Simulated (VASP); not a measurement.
ZrB: single point with PBE+D3(BJ)

The system is ZrB.

```xyz
2
Lattice="3.1571 0.0000 0.0000 -1.5785 2.7341 0.0000 -1.5785 0.9114 3.1068" Properties=species:S:1:pos:R:3 pbc="T T T"
Zr    0.0000    0.0000    0.0000
B     0.0000    1.8227    1.5534
```

| Quantity | Value |
| --- | --- |
| Program | VASP 6.6.1 |
| Task | single point |
| Functional | PBE |
| Dispersion | D3(BJ) |
| Potentials or basis | VASP PAW PBE potentials, release 64 (Zr_sv, B) |
| Cutoff | 520 eV |
| k mesh | 12 × 12 × 11 |
| Occupations | gaussian, width 0.1 eV |
| Spin | no spin polarisation |

```yaml
Pressure: 12.8 GPa
Band_gap_on_the_k_mesh: none (metal or under the smearing width)
Dispersion_energy_per_atom: -0.422 eV
```

Stress tensor (GPa, compression positive):
```
20.86  0.02  0.03
 0.02 20.89 -0.02
 0.03 -0.02 -3.20
```

Levels at points of the mesh, in eV from the Fermi level:
```tsv
k point	band 5	band 6	band 7	band 8	band 9	band 10	band 11	band 12
(0.00, 0.00, 0.00)	-8.61	0.02	2.00	2.00	2.30	3.62	3.62	4.04
(0.50, 0.00, 0.00)	-4.36	-3.91	-2.68	-0.82	3.14	6.30	7.46	7.79
(0.00, 0.50, 0.00)	-4.36	-3.91	-2.68	-0.82	3.14	6.30	7.46	7.79
(0.50, 0.50, 0.00)	-6.56	-1.36	-1.02	1.53	2.73	4.47	5.38	6.59
```

It took 3.2 min on 1 thread of Intel(R) Xeon(R) Platinum 8488C (Sapphire Rapids) (shared host), peak memory 0.41 GiB.

Caveat: pairwise dispersion overbinds metals, which lowers pressure and volume.
